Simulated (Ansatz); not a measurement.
BN (zincblende), relaxed with r2SCAN in Ansatz. The symmetry is F-43m (No. 216, cubic); a = 3.610 Å in the conventional setting, 5.88 Å³ an atom. B is surrounded by 4 N at 1.56 Å; N is surrounded by 4 B at 1.56 Å.

The axes x, y and z are those of this cell:
```
B N
1.0
     0.00000    1.80483    1.80483
     1.80483    0.00000    1.80483
     1.80483    1.80483    0.00000
B N
1 1
Direct
  0.00000 0.00000 0.00000
  0.25000 0.25000 0.25000
```

Unstrained: The PBE gap is indirect, 4.477 eV (Γ to X), below the direct gap of 8.852 eV at Γ. The r2SCAN gap is indirect, 5.003 eV (Γ to X), below the direct gap of 9.587 eV at Γ. HSE06 gives an indirect gap of 5.794 eV, from Γ to X; the least direct gap is 10.592 eV at Γ. Meshes: PBE 12×12×12, r2SCAN 12×12×12, HSE06 8×8×8. Strains are changes of length per length. After each strain the atoms were relaxed again with r2SCAN within the symmetry that the strain leaves, so tilts or polar shifts that break it weren't tested; points keep the names that they have in the unstrained zone. No spin polarisation and no zero-point or thermal motion.

(1) Estimate what epitaxial -4.0 % in the plane normal to [111], free normal strain +0.64 % does to the gap.

(2) For epitaxial +4.0 % in the plane normal to [111], how far does the free direction move, and what happens to the gap?

(3) For epitaxial +3.0 % in the plane normal to [111], how far does the free direction move, and what happens to the gap?

(4) For epitaxial -1.0 % in the plane normal to [111], how far does the free direction move, and what happens to the gap?

(5) For epitaxial +1.0 % in the plane normal to [111], how far does the free direction move, and what happens to the gap?

(6) Apply epitaxial +2.0 % in the plane normal to [111], free normal strain -0.31 %. How far does the gap move, against the unstrained cell?

(7) For epitaxial -3.0 % in the plane normal to [111], how far does the free direction move, and what happens to the gap?

(8) Estimate what epitaxial -2.0 % in the plane normal to [111], free normal strain +0.32 % does to the gap.

(9) Order the strained cells by their HSE06 gap, smallest first.
A. epitaxial +1.0 % in the plane normal to [111]
B. epitaxial -3.0 % in the plane normal to [111]
C. epitaxial -2.0 % in the plane normal to [111]
D. epitaxial -4.0 % in the plane normal to [111]
E. epitaxial +2.0 % in the plane normal to [111]
F. epitaxial +4.0 % in the plane normal to [111]
G. epitaxial +3.0 % in the plane normal to [111]
H. epitaxial -1.0 % in the plane normal to [111]

## Answers

(1) PBE: the gap goes from 4.477 to 4.367 eV (-0.110 eV); with r2SCAN the top three valence levels at Γ, degenerate before, become 2+1 from the top over 391 meV. r2SCAN: the gap goes from 5.003 to 4.902 eV (-0.101 eV). HSE06: the gap goes from 5.794 to 5.711 eV (-0.083 eV). The r2SCAN energy rises by 70.6 meV an atom.

(2) The normal strain at zero normal stress is -0.61 %, 0.15 of the in-plane strain with the sign turned. PBE: the gap goes from 4.477 to 4.300 eV (-0.177 eV); with r2SCAN the top three valence levels at Γ, degenerate before, become 1+2 from the top over 76 meV. r2SCAN: the gap goes from 5.003 to 4.806 eV (-0.197 eV). HSE06: the gap goes from 5.794 to 5.626 eV (-0.168 eV).

(3) The normal strain at zero normal stress is -0.46 %, 0.15 of the in-plane strain with the sign turned. PBE: the gap goes from 4.477 to 4.333 eV (-0.144 eV); with r2SCAN the top three valence levels at Γ, degenerate before, become 1+2 from the top over 85 meV. r2SCAN: the gap goes from 5.003 to 4.845 eV (-0.158 eV). HSE06: the gap goes from 5.794 to 5.656 eV (-0.138 eV).

(4) The normal strain at zero normal stress is +0.16 %, 0.16 of the in-plane strain with the sign turned. PBE: the gap goes from 4.477 to 4.470 eV (-0.007 eV); with r2SCAN the top three valence levels at Γ, degenerate before, become 2+1 from the top over 64 meV. r2SCAN: the gap goes from 5.003 to 5.002 eV (-0.001 eV). HSE06: the gap goes from 5.794 to 5.795 eV (+0.001 eV).

(5) The normal strain at zero normal stress is -0.15 %, 0.15 of the in-plane strain with the sign turned. PBE: the gap goes from 4.477 to 4.427 eV (-0.050 eV); with r2SCAN the top three valence levels at Γ, degenerate before, become 1+2 from the top over 41 meV. r2SCAN: the gap goes from 5.003 to 4.949 eV (-0.054 eV). HSE06: the gap goes from 5.794 to 5.746 eV (-0.048 eV).

(6) PBE: the gap goes from 4.477 to 4.379 eV (-0.098 eV); with r2SCAN the top three valence levels at Γ, degenerate before, become 1+2 from the top over 69 meV. r2SCAN: the gap goes from 5.003 to 4.895 eV (-0.108 eV). HSE06: the gap goes from 5.794 to 5.699 eV (-0.095 eV). The r2SCAN energy rises by 15.1 meV an atom.

(7) The normal strain at zero normal stress is +0.48 %, 0.16 of the in-plane strain with the sign turned. PBE: the gap goes from 4.477 to 4.417 eV (-0.060 eV); with r2SCAN the top three valence levels at Γ, degenerate before, become 2+1 from the top over 258 meV. r2SCAN: the gap goes from 5.003 to 4.953 eV (-0.050 eV). HSE06: the gap goes from 5.794 to 5.756 eV (-0.038 eV).

(8) PBE: the gap goes from 4.477 to 4.451 eV (-0.026 eV); with r2SCAN the top three valence levels at Γ, degenerate before, become 2+1 from the top over 149 meV. r2SCAN: the gap goes from 5.003 to 4.985 eV (-0.018 eV). HSE06: the gap goes from 5.794 to 5.784 eV (-0.010 eV). The r2SCAN energy rises by 16.8 meV an atom.

(9) F (5.63 eV), G (5.66 eV), E (5.70 eV), D (5.71 eV), A (5.75 eV), B (5.76 eV), C (5.78 eV), H (5.80 eV).

The meshes of the hybrids are coarse, so their gaps aren't converged to the digits shown.

The splittings at Γ are without spin-orbit coupling, which regroups them where it is of like size or larger.
